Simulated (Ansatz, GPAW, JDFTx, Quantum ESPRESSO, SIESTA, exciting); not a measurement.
# AlN: programs and potentials compared

```
Al N
1.0
     0.00000    2.18399    2.18399
     2.18399    0.00000    2.18399
     2.18399    2.18399    0.00000
Al N
1 1
Direct
  0.00000 0.00000 0.00000
  0.25000 0.25000 0.25000
```

Measurements of this composition are mostly on another form, of space group No. 186.

Alike in all runs: task band structure; functional PBE; k mesh 10 × 10 × 10; occupations fermi-dirac, width 0.05 eV; no spin polarisation; no spin-orbit coupling. Pressure is positive in compression and, in plane waves, holds the error of the finite cutoff, which Ansatz's Pulay term estimates and takes out. Gaps are the smaller of the mesh's and the band path's.

| program and potentials | plane-wave cutoff (eV) | notes | band gap (eV) | pressure (GPa) |
| --- | --- | --- | --- | --- |
| Ansatz, Ansatz PAW | 420 | Pulay term of +0.50 GPa included | 3.33 | 4.86 |
| Ansatz, all-electron LAPW, scalar-relativistic | - | - | 3.32 | 4.76 |
| SIESTA, files PseudoDojo sr-pbe-0.4.1-standard, sg15-pbe-1.2, DZP (energy shift 0.003 Ry) | - | atomic basis | 3.25 | 6.03 |
| SIESTA, files PseudoDojo sr-pbe-0.4.1-standard, TZDP (energy shift 0.002 Ry; radii capped at 9.5 bohr) | - | atomic basis | 3.35 | 5.97 |
| JDFTx, PseudoDojo-SR-PBE-0.5-standard | 1143 | - | 3.32 | - |
| exciting, all-electron LAPW+lo, shipped species files, valence relativity iora* | - | - | 3.32 | - |
| SIESTA, files PseudoDojo sr-pbe-0.4.1-standard, DZP (energy shift 0.002 Ry; radii capped at 9.5 bohr) | - | atomic basis | 3.24 | 6.35 |
| GPAW, GPAW PAW data sets (gpaw-data 1.2.1) | 800 | - | 3.31 | 5.77 |
| Ansatz, Ansatz NC | 1240 | - | 3.31 | 4.74 |
| Quantum ESPRESSO, PseudoDojo 0.4.1 SR PBE standard | 1143 | - | 3.32 | 4.48 |
| Ansatz, SPMS NC | 1034 | Pulay term of +0.17 GPa included | 3.32 | 4.86 |
| SIESTA, files PseudoDojo sr-pbe-0.4.1-standard, TZP (energy shift 0.002 Ry; radii capped at 9.5 bohr) | - | atomic basis | 3.29 | 6.06 |

The band gap spans 3.24 (SIESTA, files PseudoDojo sr-pbe-0.4.1-standard, DZP (energy shift 0.002 Ry; radii capped at 9.5 bohr)) to 3.35 eV (SIESTA, files PseudoDojo sr-pbe-0.4.1-standard, TZDP (energy shift 0.002 Ry; radii capped at 9.5 bohr)), with all-electron results at 3.32. The pressure spans 4.48 (Quantum ESPRESSO, PseudoDojo 0.4.1 SR PBE standard) to 6.35 GPa (SIESTA, files PseudoDojo sr-pbe-0.4.1-standard, DZP (energy shift 0.002 Ry; radii capped at 9.5 bohr)), with all-electron results at 4.76. The paths' points differ, which is worth about 0.01 eV. Rows in atomic bases carry the error of their basis and grid, which can be large.

Differences between rows come from potentials, basis sets and numerical settings, since the functional is the same but for its coding. Runs on potential files found faulty are left out.
